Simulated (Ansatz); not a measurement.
The system is InGaAs2.

```
CELL_PARAMETERS angstrom
4.22500 0.00000 0.00000
0.00000 4.22500 0.00000
0.00000 0.00000 5.96215
ATOMIC_POSITIONS crystal
In 0.00000 0.00000 0.50000
As 0.00000 0.50000 0.23153
As 0.50000 0.00000 0.76848
Ga 0.50000 0.50000 0.00000
```

The cell comes from a database or a generator and needn't be the stable form of this composition.

```yaml
Program: Ansatz 0.2.0
Task: single point
Functional: PBEsol
Potentials_or_basis: Ansatz PAW
Cutoff: "420 eV (not typed: the program's choice for these potentials)"
k_mesh: 6 × 6 × 5
Occupations: fermi-dirac, width 0.05 eV
Spin: no spin polarisation
```

On this cell: pressure -2.6 GPa; largest force 0.040 eV/Å; band gap on the k mesh none (metal or under the smearing width).

The same run follows on a disturbed copy (atoms moved at random, drawn with an rms of 0.05 Å):

```
In As Ga
1.0
     4.22500    0.00000    0.00000
     0.00000    4.22500    0.00000
     0.00000    0.00000    5.96215
In As Ga
1 2 1
Direct
  0.00126 0.00859 0.49885
  0.01113 0.50855 0.22726
  0.50470 0.99809 0.76395
  0.50285 0.48518 0.99242
```

Question: What does the disturbed cell give?

Answer: The energy (extrapolated to zero smearing) moves by +5.1 meV/atom; pressure -2.6 GPa; largest force 0.477 eV/Å; band gap on the k mesh none (metal or under the smearing width).

Forces on the atoms (eV/Å):
```
In   0.121  0.037 -0.216
As  -0.237 -0.108 -0.048
As  -0.088 -0.289  0.027
Ga   0.205  0.359  0.238
```

Stress tensor (GPa, compression positive):
```
-2.62 -0.02 -0.38
-0.02 -2.67  0.36
-0.38  0.36 -2.41
```

Caveats: the PAW data sets come from PBE, with cores solved anew for the run's functional, which leaves a small shift of forces and pressure.
